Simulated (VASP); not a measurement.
A run of VASP 6.6.1 is set up as follows.

File INCAR:

```
PREC = Accurate
ENCUT = 520
EDIFF = 1E-6
ISMEAR = 0
SIGMA = 0.03
LREAL = F
LASPH = T
NELM = 80
ALGO = Normal
ISIF = 2
LWAVE = F
LCHARG = F
LDIPOL = T
IDIPOL = 3
DIPOL = 0.5 0.5 0.500
GGA = PE
IVDW = 12
LVHAR = T
LVACPOTAV = T
ICORELEVEL = 1
KPAR = 4
```

KPOINTS

```
regular mesh
0
Gamma
  9 9 1
```

File POSCAR:

```
Te2Mo                                   
1.0
    3.4956861000      0.0000000000      0.0000000000
   -1.7478429500      3.0273529100      0.0000000000
    0.0000000000      0.0000000000     32.3310244000
  Te              Mo            
     6     3
Direct
     0.6666669999999968    0.3333340000000007    0.2319541518824384
     0.6666669999999968    0.3333340000000007    0.3444946487554034
     0.3333330000000032    0.6666659999999993    0.4437590061994002
     0.3333330000000032    0.6666659999999993    0.5562409938005998
     0.6666669999999968    0.3333340000000007    0.6555053512445966
     0.6666669999999968    0.3333340000000007    0.7680458481175616
     0.3333330000000032    0.6666659999999993    0.2881747265793616
     0.6666669999999968    0.3333340000000007    0.5000000000000000
     0.3333330000000032    0.6666659999999993    0.7118252734206384
```

Potentials or basis: VASP PAW PBE potentials, release 64 (Te, Mo_sv).

The run is started by

```console
$ cat potpaw_PBE.64/Te/POTCAR potpaw_PBE.64/Mo_sv/POTCAR > POTCAR
$ mpirun -np 4 vasp_std > vasp.out
```

Estimate the largest force.

0.015 eV/Å.

Predict the ionisation potential of the upper face.

4.65 eV.

Forces in eV/Å, atoms in the order of the input:
```
Te   0.000  0.000 -0.015
Te   0.000  0.000  0.001
Te   0.000  0.000 -0.001
Te   0.000  0.000  0.001
Te   0.000  0.000 -0.001
Te   0.000  0.000  0.015
Mo   0.000  0.000  0.011
Mo   0.000  0.000  0.000
Mo   0.000  0.000 -0.011
```
